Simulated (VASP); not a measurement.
Input of a VASP 6.6.1 run:

The input INCAR:

```
PREC = Accurate
ENCUT = 450
EDIFF = 1E-6
ISMEAR = 0
SIGMA = 0.02
LREAL = F
LASPH = T
NELM = 80
ALGO = Normal
ISIF = 2
LWAVE = F
LCHARG = F
METAGGA = R2SCAN
LMIXTAU = T
```

The input KPOINTS:

```
Automatic mesh
0
Gamma
  1 1 1
```

File POSCAR:

```
Si12HO24
1.0
    9.8316000000      0.0000000000      0.0000000000
   -4.9158000000      8.5144153600      0.0000000000
    0.0000000000      0.0000000000     10.8182000000
Si O H
24 48 2
Direct
    0.2709099100      0.0094391800      0.1655027100
    0.9985581900      0.2592514300      0.3363694500
    0.2293313700      0.2350352900      0.9973888100
    0.2536999600      0.9943798200      0.6857301500
    0.9943088900      0.2605859300      0.8263963100
    0.2083269900      0.1946535800      0.5153311300
    0.2621491600      0.4975911800      0.1718615900
    0.0071092300      0.7712372900      0.3283148600
    0.2235410900      0.7272896200      0.0054956200
    0.2669434400      0.4925265000      0.6593211300
    0.9964925600      0.7555626100      0.8443723300
    0.2341662800      0.7379975200      0.4999615600
    0.7679183600      0.0027725800      0.1637768200
    0.5150453800      0.2909717700      0.3263891900
    0.7354828800      0.2356065700      0.9947544900
    0.7500254000      0.9945486100      0.6643177100
    0.4988791700      0.2694374300      0.8323993700
    0.7270726000      0.2340685100      0.4992150500
    0.7874783800      0.5096747300      0.1573528400
    0.5014811400      0.7712337700      0.3306460800
    0.7306058600      0.7321122000      0.9989357800
    0.7689976800      0.5017534200      0.6662599300
    0.4892422100      0.7549201000      0.8332459800
    0.7359702800      0.7334614600      0.4949275200
    0.0585994900      0.1851775900      0.4426589500
    0.2910020100      0.3666465000      0.1058264000
    0.1398598500      0.4267424900      0.2869976000
    0.2009835100      0.0720170000      0.0577487200
    0.4066298400      0.3704627500      0.3615348300
    0.4326514900      0.1539250100      0.2217404800
    0.0637104000      0.2018104000      0.9379856800
    0.2961209500      0.3602216000      0.5945064100
    0.1329963000      0.4206365700      0.7662825000
    0.1440959400      0.0534628100      0.6192837800
    0.3618947100      0.2974696100      0.8889306100
    0.4273668200      0.1382933600      0.7227606500
    0.0698422700      0.7005748600      0.4356703700
    0.2976032600      0.8725800500      0.1047948800
    0.1459163000      0.9395625000      0.2791979800
    0.1925934700      0.5656927500      0.0691771200
    0.3725483100      0.8040633200      0.3955902100
    0.4281822600      0.6421691300      0.2206537200
    0.0484628800      0.6811712500      0.9565332700
    0.2831508900      0.8721161200      0.6050312400
    0.1573768100      0.9148317700      0.8113722100
    0.2107464500      0.5753019700      0.5568150000
    0.3464649500      0.7730380600      0.8905284800
    0.4297587500      0.6246495600      0.7230592100
    0.5674995200      0.2199689900      0.4418414100
    0.8114747800      0.3713264800      0.0999751300
    0.6741022500      0.4415287100      0.2761049300
    0.7048024300      0.0708391800      0.0544039400
    0.8598764000      0.2853916600      0.3919929700
    0.9337635900      0.1388796900      0.2191445800
    0.5688786300      0.2097478700      0.9432799200
    0.7969424800      0.3651871000      0.6090898100
    0.6362505700      0.4334820500      0.7744881600
    0.6856066900      0.0652798700      0.5578710000
    0.8594873700      0.2928012300      0.8810256900
    0.9165469200      0.1276861800      0.7199152000
    0.5689396300      0.6934002000      0.4307230900
    0.7919415500      0.8629271600      0.1084292300
    0.6399768800      0.9359748100      0.2761740900
    0.7067804900      0.5682967600      0.0547796900
    0.8688771100      0.7964578400      0.3870153500
    0.9505596500      0.6538900700      0.2097545600
    0.5644435100      0.7011425300      0.9437322700
    0.7805881900      0.8618020400      0.6029322100
    0.6206643000      0.9221698500      0.7749832700
    0.7103227700      0.5713318500      0.5546426500
    0.8615482000      0.7938688900      0.8892565300
    0.9332905500      0.6387354700      0.7249986100
    0.4686794900      0.4825753500      0.3818611000
    0.3132208500      0.1206277100      0.4243554300
```

Potentials or basis: VASP PAW PBE potentials, release 64 (Si, O, H).

Command:

```sh
$ cat potpaw_PBE.64/Si/POTCAR potpaw_PBE.64/O/POTCAR potpaw_PBE.64/H/POTCAR > POTCAR
$ mpirun -np 1 vasp_std > vasp.out
```

(1) Predict the band gap on the k mesh.

(2) Estimate the largest force.

## Answers

(1) 5.40 eV, direct.

(2) 3.482 eV/Å.

Caveat: the PAW data sets were made with another functional, which shifts forces and pressure a little.
